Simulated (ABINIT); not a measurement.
The system is TiO2.

```
Ti O
1.0
     4.59984    0.00000    0.00000
     0.00000    4.59984    0.00000
     0.00000    0.00000    2.95921
Ti O
2 4
Direct
  0.00000 0.00000 0.50000
  0.50000 0.50000 0.00000
  0.30432 0.30432 0.50000
  0.19568 0.80432 0.00000
  0.80432 0.19568 0.00000
  0.69568 0.69568 0.50000
```

The cell is a database's computed one.

| Property | Result |
| --- | --- |
| Program | ABINIT 10.8.3 (patched build) |
| Task | relaxation of cell and atoms |
| Functional | LDA |
| Potentials or basis | JTH PAW LDA v2.0 |
| Cutoff | 626 eV |
| k mesh | 5 × 5 × 8 |
| Occupations | fermi-dirac, width 0.05 eV |
| Spin | no spin polarisation |

At the start: pressure -8.5 GPa; volume 10.44 Å³/atom.

Task: How do energy, volume and symmetry change on relaxing?

Result: Over 7 steps the energy falls by 9.9 meV/atom and the volume is 10.08 Å³/atom (-3.4 %); space group P4_2/mnm (No. 136, to 0.05 Å).

Step by step:
```tsv
step	energy change (eV)	largest force (eV/Å)	pressure (GPa)	volume (Å³)
1	0.0000	0.1159	-8.52	62.61
2	-0.0557	0.0345	-2.08	61.00
3	-0.0590	0.0669	0.04	60.50
4	-0.0592	0.0523	0.02	60.49
5	-0.0594	0.0020	0.01	60.45
6	-0.0594	0.0014	0.00	60.46
7	-0.0594	0.0000	0.00	60.46
```

Final structure:
```
CELL_PARAMETERS angstrom
4.55014 0.00000 0.00000
0.00000 4.55014 0.00000
0.00000 0.00000 2.92013
ATOMIC_POSITIONS crystal
Ti 0.00000 0.00000 0.50000
Ti 0.50000 0.50000 0.00000
O 0.30395 0.30395 0.50000
O 0.19605 0.80395 0.00000
O 0.80395 0.19605 0.00000
O 0.69605 0.69605 0.50000
```

Caveat: the atomic spheres overlap.
